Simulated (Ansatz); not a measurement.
## Equation of state of AlN from a dense series

```xyz
4
Lattice="3.1110 0.0000 0.0000 -1.5555 2.6942 0.0000 0.0000 0.0000 4.9780" Properties=species:S:1:pos:R:3 pbc="T T T"
Al    0.0000    1.7961    0.0000
Al    1.5555    0.8981    2.4890
N     0.0000    1.7961    1.9165
N     1.5555    0.8981    4.4055
```

Atoms are numbered in the order listed.

The cell is COD entry 9008860, as deposited and not checked against the literature; nothing was relaxed.

These are results of Ansatz 0.2.0, DFT, PBE, all-electron LAPW, scalar-relativistic, not measurements.

Sampling and basis: a Γ-centred 11×11×6 k mesh, Fermi–Dirac smearing of 0.02 eV, basis error target 1 meV/atom, no spin polarisation.

The cell is scaled evenly. Fractional coordinates are held (clamped ions).

| V (Å³/atom) | P (GPa) |
| --- | --- |
| 9.805 | 18.49 |
| 10.014 | 13.16 |
| 10.222 | 8.33 |
| 10.327 | 6.09 |
| 10.431 | 3.95 |
| 10.535 | 1.91 |
| 10.640 | -0.03 |
| 10.848 | -3.64 |

Q: Fit a third-order Birch–Murnaghan curve to the pressures.

A: P = (3B0/2)(y^(7/2) − y^(5/2))[1 + (3/4)(B0′ − 4)(y − 1)] with y = (V0/V)^(2/3) fits within 0.01 GPa for V0 = 10.638 Å³/atom, B0 = 193.3 GPa and B0′ = 3.91.

Q: Predict the pressure at the withheld volume, 11.057 Å³/atom.

A: There y = 0.9746, so the fit gives -6.92 GPa; the run gave -6.92 GPa.
